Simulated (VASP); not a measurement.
# Ni (P6_3/mmc) in VASP: a series of runs, part 3 of 8

VASP 6.6.1. The steps go on from the part before.

## Step 26: Equation of state, PBE, collinear spin, ferromagnetic start, 10.25 Å³/atom

INCAR reads:

```
SYSTEM = Ni
PREC     = Accurate       ! precision mode
ENCUT    = 350            ! plane-wave cutoff, eV
EDIFF    = 1E-6           ! SCF threshold, eV
ISMEAR   = 0              ! smearing method
SIGMA    = 0.1            ! smearing width, eV
LREAL    = .False.        ! projectors in reciprocal space
LASPH    = .True.         ! aspherical terms in the spheres
NELM     = 100            ! most SCF steps
ALGO     = Normal         ! electronic algorithm
ISIF     = 2              ! what is computed and relaxed
LWAVE    = .False.        ! write WAVECAR
LCHARG   = .False.        ! write CHGCAR
ISPIN    = 2              ! spin polarisation
MAGMOM   = 1 1            ! initial moments
LORBIT   = 11             ! projections on sites
LMAXMIX  = 4              ! l up to which the mixer works
GGA      = PE             ! functional
ADDGRID  = .False.
```

KPOINTS reads:

```
regular mesh
0
Gamma
  13 13 7
  0 0 0
```

POSCAR reads:

```
Ni
1.0
    2.4232937031      0.0000000000      0.0000000000
   -1.2116468515      2.0986339077      0.0000000000
    0.0000000000      0.0000000000      4.0316652867
Ni
2
Direct
    0.6666666667      0.3333333333      0.7500000000
    0.3333333333      0.6666666667      0.2500000000
```

On the command line:

```bash
$ cat potpaw_PBE.64/Ni/POTCAR > POTCAR
$ mpirun -np 1 vasp_std > vasp.out
```

It took 13 s on 1 thread of AMD EPYC 9R45 (Zen 5), shared host; peak memory 0.11 GiB.

These settings aren't checked as converged: the numbers below hold their error.

What came out:

```
Free energy                                           : -10.8551 eV
Pressure                                              : 13.7 GPa
Band gap on the k mesh                                : none (metal or under the smearing width)
Net moment                                            : 1.23 μB per cell
Site moments                                          : Ni +0.62 μB
Valence electrons inside the program's atomic spheres : Ni 9.41
```

## Step 27: Equation of state, PBE, collinear spin, ferromagnetic start, 10.89 Å³/atom

INCAR is that of step 26.

KPOINTS is that of step 26.

POSCAR reads:

```
Ni
1.0
    2.4722623247      0.0000000000      0.0000000000
   -1.2361311623      2.1410419781      0.0000000000
    0.0000000000      0.0000000000      4.1131350201
Ni
2
Direct
    0.6666666667      0.3333333333      0.7500000000
    0.3333333333      0.6666666667      0.2500000000
```

Potentials or basis: VASP PAW PBE potentials, release 64 (Ni).

On the command line:

```bash
$ cat potpaw_PBE.64/Ni/POTCAR > POTCAR
$ mpirun -np 1 vasp_std > vasp.out
```

Wall time 14 s (1 thread of AMD EPYC 9R45 (Zen 5), shared host); peak memory 0.11 GiB.

These settings aren't checked as converged: the numbers below hold their error.

What came out:

- Free energy: -10.9105 eV
- Pressure: 0.1 GPa
- Band gap on the k mesh: none (metal or under the smearing width)
- Net moment: 1.25 μB per cell
- Site moments: Ni +0.64 μB
- Valence electrons inside the program's atomic spheres: Ni 9.30

## Step 28: Equation of state, PBE, collinear spin, ferromagnetic start, 10.25 Å³/atom

INCAR: that of step 27 with these lines changed.

```diff
@@ -2,3 +2,3 @@
 PREC     = Accurate       ! precision mode
-ENCUT    = 350            ! plane-wave cutoff, eV
+ENCUT    = 250            ! plane-wave cutoff, eV
 EDIFF    = 1E-6           ! SCF threshold, eV
```

KPOINTS reads:

```
regular mesh
0
Gamma
  16 16 9
  0 0 0
```

POSCAR reads:

```
Ni
1.0
    2.4232937031      0.0000000000      0.0000000000
   -1.2116468515      2.0986339077      0.0000000000
    0.0000000000      0.0000000000      4.0316652867
Ni
2
Direct
    0.6666666667      0.3333333333      0.7500000000
    0.3333333333      0.6666666667      0.2500000000
```

On the command line:

```bash
$ cat potpaw_PBE.64/Ni/POTCAR > POTCAR
$ mpirun -np 1 vasp_std > vasp.out
```

It took 13 s on 1 thread of AMD EPYC 9R45 (Zen 5), shared host; peak memory 0.1 GiB.

The run converged, but a check on its numbers failed (symmetry, net force, bounds or a known fault of this set-up), so they aren't taken as properties of the crystal.

Caveat: the cutoff lies under the usual one of these potentials, so the numbers hold a large basis-set error.

## Step 29: Equation of state, PBE, collinear spin, ferromagnetic start, 10.89 Å³/atom

INCAR is that of step 28.

KPOINTS is that of step 28.

POSCAR reads:

```
Ni
1.0
    2.4722623247      0.0000000000      0.0000000000
   -1.2361311623      2.1410419781      0.0000000000
    0.0000000000      0.0000000000      4.1131350201
Ni
2
Direct
    0.6666666667      0.3333333333      0.7500000000
    0.3333333333      0.6666666667      0.2500000000
```

On the command line:

```bash
$ cat potpaw_PBE.64/Ni/POTCAR > POTCAR
$ mpirun -np 1 vasp_std > vasp.out
```

Run time: 16 s. Hardware: 1 thread of AMD EPYC 9R45 (Zen 5), shared host; peak memory 0.1 GiB.

The run converged, but a check on its numbers failed (symmetry, net force, bounds or a known fault of this set-up), so they aren't taken as properties of the crystal.

Caveat: the cutoff lies under the usual one of these potentials, so the numbers hold a large basis-set error.

## Step 30: Equation of state, PBE, collinear spin, ferromagnetic start, 10.25 Å³/atom

INCAR: that of step 29 with these lines changed.

```diff
@@ -2,3 +2,3 @@
 PREC     = Accurate       ! precision mode
-ENCUT    = 250            ! plane-wave cutoff, eV
+ENCUT    = 550            ! plane-wave cutoff, eV
 EDIFF    = 1E-6           ! SCF threshold, eV
```

KPOINTS reads:

```
regular mesh
0
Gamma
  11 11 6
  0 0 0
```

POSCAR reads:

```
Ni
1.0
    2.4232937031      0.0000000000      0.0000000000
   -1.2116468515      2.0986339077      0.0000000000
    0.0000000000      0.0000000000      4.0316652867
Ni
2
Direct
    0.6666666667      0.3333333333      0.7500000000
    0.3333333333      0.6666666667      0.2500000000
```

Potentials or basis: VASP PAW PBE potentials, release 64 (Ni).

On the command line:

```bash
$ cat potpaw_PBE.64/Ni/POTCAR > POTCAR
$ mpirun -np 1 vasp_std > vasp.out
```

Wall time 18 s (1 thread of AMD EPYC 9R45 (Zen 5), shared host); peak memory 0.13 GiB.

The run converged, but some of its settings lie outside the range that counts as converged, so its numbers aren't taken as properties of the crystal.

What came out:

```yaml
Free_energy: -10.8429 eV
Pressure: 14.0 GPa
Band_gap_on_the_k_mesh: none (metal or under the smearing width)
Net_moment: 1.12 μB per cell
Site_moments: Ni +0.57 μB
Valence_electrons_inside_the_program's_atomic_spheres: Ni 9.43
```

## Step 31: Equation of state, PBE, collinear spin, ferromagnetic start, 10.89 Å³/atom

INCAR is that of step 30.

KPOINTS is that of step 30.

POSCAR reads:

```
Ni
1.0
    2.4722623247      0.0000000000      0.0000000000
   -1.2361311623      2.1410419781      0.0000000000
    0.0000000000      0.0000000000      4.1131350201
Ni
2
Direct
    0.6666666667      0.3333333333      0.7500000000
    0.3333333333      0.6666666667      0.2500000000
```

On the command line:

```bash
$ cat potpaw_PBE.64/Ni/POTCAR > POTCAR
$ mpirun -np 1 vasp_std > vasp.out
```

Run time: 16 s. Hardware: 1 thread of AMD EPYC 9R45 (Zen 5), shared host; peak memory 0.13 GiB.

These settings aren't checked as converged: the numbers below hold their error.

Results:

```
Free energy                                           : -10.8968 eV
Pressure                                              : 0.3 GPa
Band gap on the k mesh                                : none (metal or under the smearing width)
Net moment                                            : 1.14 μB per cell
Site moments                                          : Ni +0.58 μB
Valence electrons inside the program's atomic spheres : Ni 9.31
```

## Step 32: Equation of state, PBE, collinear spin, ferromagnetic start, 10.25 Å³/atom

INCAR: that of step 31 with these lines changed.

```diff
@@ -2,3 +2,3 @@
 PREC     = Accurate       ! precision mode
-ENCUT    = 550            ! plane-wave cutoff, eV
+ENCUT    = 400            ! plane-wave cutoff, eV
 EDIFF    = 1E-6           ! SCF threshold, eV
```

KPOINTS reads:

```
regular mesh
0
Gamma
  13 13 7
  0 0 0
```

POSCAR reads:

```
Ni
1.0
    2.4232937031      0.0000000000      0.0000000000
   -1.2116468515      2.0986339077      0.0000000000
    0.0000000000      0.0000000000      4.0316652867
Ni
2
Direct
    0.6666666667      0.3333333333      0.7500000000
    0.3333333333      0.6666666667      0.2500000000
```

On the command line:

```bash
$ cat potpaw_PBE.64/Ni/POTCAR > POTCAR
$ mpirun -np 1 vasp_std > vasp.out
```

Wall time 13 s (1 thread of AMD EPYC 9R45 (Zen 5), shared host); peak memory 0.11 GiB.

These settings aren't checked as converged: the numbers below hold their error.

What came out:

* Free energy: -10.8443 eV
* Pressure: 13.6 GPa
* Band gap on the k mesh: none (metal or under the smearing width)
* Net moment: 1.23 μB per cell
* Site moments: Ni +0.62 μB
* Valence electrons inside the program's atomic spheres: Ni 9.42

## Step 33: Equation of state, PBE, collinear spin, ferromagnetic start, 10.89 Å³/atom

INCAR is that of step 32.

KPOINTS is that of step 32.

POSCAR reads:

```
Ni
1.0
    2.4722623247      0.0000000000      0.0000000000
   -1.2361311623      2.1410419781      0.0000000000
    0.0000000000      0.0000000000      4.1131350201
Ni
2
Direct
    0.6666666667      0.3333333333      0.7500000000
    0.3333333333      0.6666666667      0.2500000000
```

Potentials or basis: VASP PAW PBE potentials, release 64 (Ni).

On the command line:

```bash
$ cat potpaw_PBE.64/Ni/POTCAR > POTCAR
$ mpirun -np 1 vasp_std > vasp.out
```

Wall time 14 s (1 thread of AMD EPYC 9R45 (Zen 5), shared host); peak memory 0.11 GiB.

These settings aren't checked as converged: the numbers below hold their error.

Results:

```yaml
Free_energy: -10.9006 eV
Pressure: -0.1 GPa
Band_gap_on_the_k_mesh: none (metal or under the smearing width)
Net_moment: 1.25 μB per cell
Site_moments: Ni +0.64 μB
Valence_electrons_inside_the_program's_atomic_spheres: Ni 9.31
```

## Step 34: Equation of state, PBE, collinear spin, ferromagnetic start, 10.25 Å³/atom

INCAR: that of step 33 with these lines changed.

```diff
@@ -2,3 +2,3 @@
 PREC     = Accurate       ! precision mode
-ENCUT    = 400            ! plane-wave cutoff, eV
+ENCUT    = 450            ! plane-wave cutoff, eV
 EDIFF    = 1E-6           ! SCF threshold, eV
```

KPOINTS is that of step 33.

POSCAR reads:

```
Ni
1.0
    2.4232937031      0.0000000000      0.0000000000
   -1.2116468515      2.0986339077      0.0000000000
    0.0000000000      0.0000000000      4.0316652867
Ni
2
Direct
    0.6666666667      0.3333333333      0.7500000000
    0.3333333333      0.6666666667      0.2500000000
```

On the command line:

```bash
$ cat potpaw_PBE.64/Ni/POTCAR > POTCAR
$ mpirun -np 1 vasp_std > vasp.out
```

Run time: 18 s. Hardware: 1 thread of AMD EPYC 9R45 (Zen 5), shared host; peak memory 0.12 GiB.

These settings aren't checked as converged: the numbers below hold their error.

What came out:

```yaml
Free_energy: -10.8423 eV
Pressure: 14.0 GPa
Band_gap_on_the_k_mesh: none (metal or under the smearing width)
Net_moment: 1.23 μB per cell
Site_moments: Ni +0.62 μB
Valence_electrons_inside_the_program's_atomic_spheres: Ni 9.42
```

## Step 35: Equation of state, PBE, collinear spin, ferromagnetic start, 10.89 Å³/atom

INCAR is that of step 34.

KPOINTS is that of step 34.

POSCAR reads:

```
Ni
1.0
    2.4722623247      0.0000000000      0.0000000000
   -1.2361311623      2.1410419781      0.0000000000
    0.0000000000      0.0000000000      4.1131350201
Ni
2
Direct
    0.6666666667      0.3333333333      0.7500000000
    0.3333333333      0.6666666667      0.2500000000
```

On the command line:

```bash
$ cat potpaw_PBE.64/Ni/POTCAR > POTCAR
$ mpirun -np 1 vasp_std > vasp.out
```

Run time: 18 s. Hardware: 1 thread of AMD EPYC 9R45 (Zen 5), shared host; peak memory 0.12 GiB.

The run converged, but some of its settings lie outside the range that counts as converged, so its numbers aren't taken as properties of the crystal.

What came out:

```
Free energy                                           : -10.8984 eV
Pressure                                              : 0.4 GPa
Band gap on the k mesh                                : none (metal or under the smearing width)
Net moment                                            : 1.25 μB per cell
Site moments                                          : Ni +0.64 μB
Valence electrons inside the program's atomic spheres : Ni 9.31
```

## Step 36: Equation of state, PBE, collinear spin, ferromagnetic start, 10.25 Å³/atom

INCAR: that of step 35 with these lines changed.

```diff
@@ -5,3 +5,3 @@
 ISMEAR   = 0              ! smearing method
-SIGMA    = 0.1            ! smearing width, eV
+SIGMA    = 0.4            ! smearing width, eV
 LREAL    = .False.        ! projectors in reciprocal space
```

KPOINTS is that of step 35.

POSCAR reads:

```
Ni
1.0
    2.4232937031      0.0000000000      0.0000000000
   -1.2116468515      2.0986339077      0.0000000000
    0.0000000000      0.0000000000      4.0316652867
Ni
2
Direct
    0.6666666667      0.3333333333      0.7500000000
    0.3333333333      0.6666666667      0.2500000000
```

Potentials or basis: VASP PAW PBE potentials, release 64 (Ni).

On the command line:

```bash
$ cat potpaw_PBE.64/Ni/POTCAR > POTCAR
$ mpirun -np 1 vasp_std > vasp.out
```

Wall time 17 s (1 thread of AMD EPYC 9R45 (Zen 5), shared host); peak memory 0.12 GiB.

These settings aren't checked as converged: the numbers below hold their error.

What came out:

| Quantity | Value |
| --- | --- |
| Free energy | -10.9771 eV |
| Pressure | 15.1 GPa |
| Band gap on the k mesh | none (metal or under the smearing width) |
| Net moment | 1.12 μB per cell |
| Site moments | Ni +0.56 μB |
| Valence electrons inside the program's atomic spheres | Ni 9.42 |

## Step 37: Equation of state, PBE, collinear spin, ferromagnetic start, 10.89 Å³/atom

INCAR is that of step 36.

KPOINTS is that of step 36.

POSCAR reads:

```
Ni
1.0
    2.4722623247      0.0000000000      0.0000000000
   -1.2361311623      2.1410419781      0.0000000000
    0.0000000000      0.0000000000      4.1131350201
Ni
2
Direct
    0.6666666667      0.3333333333      0.7500000000
    0.3333333333      0.6666666667      0.2500000000
```

On the command line:

```bash
$ cat potpaw_PBE.64/Ni/POTCAR > POTCAR
$ mpirun -np 1 vasp_std > vasp.out
```

Run time: 17 s. Hardware: 1 thread of AMD EPYC 9R45 (Zen 5), shared host; peak memory 0.12 GiB.

These settings aren't checked as converged: the numbers below hold their error.

What came out:

| Quantity | Value |
| --- | --- |
| Free energy | -11.0401 eV |
| Pressure | 1.3 GPa |
| Band gap on the k mesh | none (metal or under the smearing width) |
| Net moment | 1.17 μB per cell |
| Site moments | Ni +0.59 μB |
| Valence electrons inside the program's atomic spheres | Ni 9.31 |

## Step 38: Equation of state, PBE, collinear spin, ferromagnetic start, 10.25 Å³/atom

INCAR: that of step 37 with these lines changed.

```diff
@@ -5,3 +5,3 @@
 ISMEAR   = 0              ! smearing method
-SIGMA    = 0.4            ! smearing width, eV
+SIGMA    = 0.2            ! smearing width, eV
 LREAL    = .False.        ! projectors in reciprocal space
```

KPOINTS is that of step 37.

POSCAR reads:

```
Ni
1.0
    2.4232937031      0.0000000000      0.0000000000
   -1.2116468515      2.0986339077      0.0000000000
    0.0000000000      0.0000000000      4.0316652867
Ni
2
Direct
    0.6666666667      0.3333333333      0.7500000000
    0.3333333333      0.6666666667      0.2500000000
```

On the command line:

```bash
$ cat potpaw_PBE.64/Ni/POTCAR > POTCAR
$ mpirun -np 1 vasp_std > vasp.out
```

Wall time 18 s (1 thread of AMD EPYC 9R45 (Zen 5), shared host); peak memory 0.12 GiB.

These settings aren't checked as converged: the numbers below hold their error.

What came out:

```yaml
Free_energy: -10.8725 eV
Pressure: 14.3 GPa
Band_gap_on_the_k_mesh: none (metal or under the smearing width)
Net_moment: 1.22 μB per cell
Site_moments: Ni +0.62 μB
Valence_electrons_inside_the_program's_atomic_spheres: Ni 9.42
```

## Step 39: Equation of state, PBE, collinear spin, ferromagnetic start, 10.89 Å³/atom

INCAR is that of step 38.

KPOINTS is that of step 38.

POSCAR reads:

```
Ni
1.0
    2.4722623247      0.0000000000      0.0000000000
   -1.2361311623      2.1410419781      0.0000000000
    0.0000000000      0.0000000000      4.1131350201
Ni
2
Direct
    0.6666666667      0.3333333333      0.7500000000
    0.3333333333      0.6666666667      0.2500000000
```

Potentials or basis: VASP PAW PBE potentials, release 64 (Ni).

On the command line:

```bash
$ cat potpaw_PBE.64/Ni/POTCAR > POTCAR
$ mpirun -np 1 vasp_std > vasp.out
```

Wall time 18 s (1 thread of AMD EPYC 9R45 (Zen 5), shared host); peak memory 0.12 GiB.

The run converged, but some of its settings lie outside the range that counts as converged, so its numbers aren't taken as properties of the crystal.

Results:

```
Free energy                                           : -10.9307 eV
Pressure                                              : 0.6 GPa
Band gap on the k mesh                                : none (metal or under the smearing width)
Net moment                                            : 1.25 μB per cell
Site moments                                          : Ni +0.64 μB
Valence electrons inside the program's atomic spheres : Ni 9.31
```

## Step 40: Equation of state, PBE, collinear spin, ferromagnetic start, 10.25 Å³/atom

INCAR: that of step 39 with these lines changed.

```diff
@@ -5,3 +5,3 @@
 ISMEAR   = 0              ! smearing method
-SIGMA    = 0.2            ! smearing width, eV
+SIGMA    = 0.05           ! smearing width, eV
 LREAL    = .False.        ! projectors in reciprocal space
```

KPOINTS is that of step 39.

POSCAR reads:

```
Ni
1.0
    2.4232937031      0.0000000000      0.0000000000
   -1.2116468515      2.0986339077      0.0000000000
    0.0000000000      0.0000000000      4.0316652867
Ni
2
Direct
    0.6666666667      0.3333333333      0.7500000000
    0.3333333333      0.6666666667      0.2500000000
```

On the command line:

```bash
$ cat potpaw_PBE.64/Ni/POTCAR > POTCAR
$ mpirun -np 1 vasp_std > vasp.out
```

It took 18 s on 1 thread of AMD EPYC 9R45 (Zen 5), shared host; peak memory 0.12 GiB.

These settings aren't checked as converged: the numbers below hold their error.

What came out:

| Quantity | Value |
| --- | --- |
| Free energy | -10.8338 eV |
| Pressure | 14.0 GPa |
| Band gap on the k mesh | none (metal or under the smearing width) |
| Net moment | 1.24 μB per cell |
| Site moments | Ni +0.63 μB |
| Valence electrons inside the program's atomic spheres | Ni 9.42 |

## Step 41: Equation of state, PBE, collinear spin, ferromagnetic start, 10.89 Å³/atom

INCAR is that of step 40.

KPOINTS is that of step 40.

POSCAR reads:

```
Ni
1.0
    2.4722623247      0.0000000000      0.0000000000
   -1.2361311623      2.1410419781      0.0000000000
    0.0000000000      0.0000000000      4.1131350201
Ni
2
Direct
    0.6666666667      0.3333333333      0.7500000000
    0.3333333333      0.6666666667      0.2500000000
```

On the command line:

```bash
$ cat potpaw_PBE.64/Ni/POTCAR > POTCAR
$ mpirun -np 1 vasp_std > vasp.out
```

It took 18 s on 1 thread of AMD EPYC 9R45 (Zen 5), shared host; peak memory 0.12 GiB.

These settings aren't checked as converged: the numbers below hold their error.

What came out:

- Free energy: -10.8894 eV
- Pressure: 0.3 GPa
- Band gap on the k mesh: none (metal or under the smearing width)
- Net moment: 1.25 μB per cell
- Site moments: Ni +0.64 μB
- Valence electrons inside the program's atomic spheres: Ni 9.31

## Step 42: Equation of state, PBE, collinear spin, ferromagnetic start, 10.25 Å³/atom

INCAR: that of step 41 with these lines changed.

```diff
@@ -5,3 +5,3 @@
 ISMEAR   = 0              ! smearing method
-SIGMA    = 0.05           ! smearing width, eV
+SIGMA    = 0.02           ! smearing width, eV
 LREAL    = .False.        ! projectors in reciprocal space
```

KPOINTS is that of step 41.

POSCAR reads:

```
Ni
1.0
    2.4232937031      0.0000000000      0.0000000000
   -1.2116468515      2.0986339077      0.0000000000
    0.0000000000      0.0000000000      4.0316652867
Ni
2
Direct
    0.6666666667      0.3333333333      0.7500000000
    0.3333333333      0.6666666667      0.2500000000
```

Potentials or basis: VASP PAW PBE potentials, release 64 (Ni).

On the command line:

```bash
$ cat potpaw_PBE.64/Ni/POTCAR > POTCAR
$ mpirun -np 1 vasp_std > vasp.out
```

It took 16 s on 1 thread of AMD EPYC 9R45 (Zen 5), shared host; peak memory 0.12 GiB.

These settings aren't checked as converged: the numbers below hold their error.

Results:

* Free energy: -10.8313 eV
* Pressure: 14.1 GPa
* Band gap on the k mesh: none (metal or under the smearing width)
* Net moment: 1.25 μB per cell
* Site moments: Ni +0.63 μB
* Valence electrons inside the program's atomic spheres: Ni 9.42

## Step 43: Equation of state, PBE, collinear spin, ferromagnetic start, 10.89 Å³/atom

INCAR is that of step 42.

KPOINTS is that of step 42.

POSCAR reads:

```
Ni
1.0
    2.4722623247      0.0000000000      0.0000000000
   -1.2361311623      2.1410419781      0.0000000000
    0.0000000000      0.0000000000      4.1131350201
Ni
2
Direct
    0.6666666667      0.3333333333      0.7500000000
    0.3333333333      0.6666666667      0.2500000000
```

On the command line:

```bash
$ cat potpaw_PBE.64/Ni/POTCAR > POTCAR
$ mpirun -np 1 vasp_std > vasp.out
```

Run time: 17 s. Hardware: 1 thread of AMD EPYC 9R45 (Zen 5), shared host; peak memory 0.12 GiB.

These settings aren't checked as converged: the numbers below hold their error.

What came out:

```
Free energy                                           : -10.8867 eV
Pressure                                              : 0.3 GPa
Band gap on the k mesh                                : none (metal or under the smearing width)
Net moment                                            : 1.25 μB per cell
Site moments                                          : Ni +0.64 μB
Valence electrons inside the program's atomic spheres : Ni 9.31
```

(Continued in part 4 of 8.)
